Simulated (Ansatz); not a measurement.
**Band structure of CsI**

```
CELL_PARAMETERS angstrom
4.56670 0.00000 0.00000
0.00000 4.56670 0.00000
0.00000 0.00000 4.56670
ATOMIC_POSITIONS crystal
Cs 0.00000 0.00000 0.00000
I 0.50000 0.50000 0.50000
```

Atoms are numbered in the order listed.

The cell is COD entry 9008790, as deposited and not checked against the literature; nothing was relaxed.

No spin–orbit coupling, which matters for the heavy atoms here.

Computed with DFT, PBE, all-electron LAPW, scalar-relativistic (Ansatz 0.2.0).

The runs use a Γ-centred 7×7×7 k mesh, Fermi–Dirac smearing of 0.01 eV, basis error target 0.25 meV/atom, no spin polarisation.

Points in fractions of the reciprocal vectors of this cell: Γ (0, 0, 0), X (0, 0.5, 0), M (0.5, 0.5, 0), R (0.5, 0.5, 0.5). The path joins them by straight lines in the order Γ–X–M–Γ–R–X–R–M; legs that retrace an earlier one aren't tabulated. Energies are in eV from the top of the valence band.

(1) Is there a gap, and where are the band edges?

(2) List the levels between -14 and 6 eV at the symmetry points.

Results:

(1) 3.89 eV, indirect from M (0.5, 0.5, 0) to Γ.

(2) 
Γ: -10.65, -7.07 (×3), -0.09 (×3), 3.89, 4.20 (×2)
X: -10.67, -7.21, -7.01 (×2), -1.55, -0.24 (×2), 5.21
M: -10.48, -7.44 (×2), -6.97, -0.85 (×2), 0.00, 4.26, 4.94
R: -10.38, -7.32 (×3), -1.30 (×3)
